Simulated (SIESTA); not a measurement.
Runs of SIESTA 5.4.2 on Zr. The cell holds a slab with vacuum, 5 atoms: a = 3.135 Å, b = 3.135 Å, c = 25.239 Å, α = 90.00°, β = 90.00°, γ = 109.47°. The slab is cut from a database's or a generator's crystal, which needn't be the stable form of the element.

```csv
level,gap on the mesh (eV),largest force (eV/Å)
optB88-vdW,none,0.61
vdW-DF,none,0.46
vdW-DF-C09,none,(a)
vdW-DF2,none,0.46
```

Alike in all rows: task band structure; potentials or basis PseudoDojo 0.4 standard (PBE files), DZP (energy shift 0.003 Ry; two zetas on semicore shells); no spin polarisation; cell as given; k mesh 9 × 9 × 1; smearing fermi-dirac 0.05 eV; grid cutoff 800 Ry; energy shift 0.003 Ry.

Problem. Estimate the missing entries.

Solution. (a) 0.76.

Caveats: the potentials were made for another functional, which shifts forces and pressure; the basis of atomic orbitals isn't converged, which shifts pressures, moduli and gaps.

A k mesh can miss the band edges, and the runs leave out spin-orbit coupling on Zr.

A gap of «none» marks a metal or a gap under the smearing width.

Runs at the PBE level aren't shown here.
